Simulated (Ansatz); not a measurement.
Take SrF₂ in the fluorite structure (space group Fm-3m, No. 225; a = 5.791 Å) as the base. Axes: x, y, z lie along the cube axes.

Level of theory: r2SCAN (Ansatz, a program for electronic structure), scalar-relativistic without spin-orbit coupling.

Free-standing slabs (3 atom(s) a layer) normal to [111] with 15 Å of vacuum; in-plane cell held at bulk.

One change was made to it. Results:

The smallest direct gap shrinks by 0.81 eV to 6.89 eV; the band gap falls by 0.74 eV (7.60 eV → 6.86 eV); the gap character is indirect, M → Γ; the shortest interatomic distance drops by 0.28 pm (250.7 pm → 250.5 pm).

Q: What was done to the base?
(A) 6 layers
(B) 1 layer
(C) 4 layers
(D) 5 layers

A: B, 1 layer. For comparison, the band gap in the other runs: 6 layers gives 7.27 eV; 5 layers gives 7.26 eV; 4 layers gives 7.25 eV.

No phonon test of stability was made. k-point labels follow each cell's own Brillouin zone.
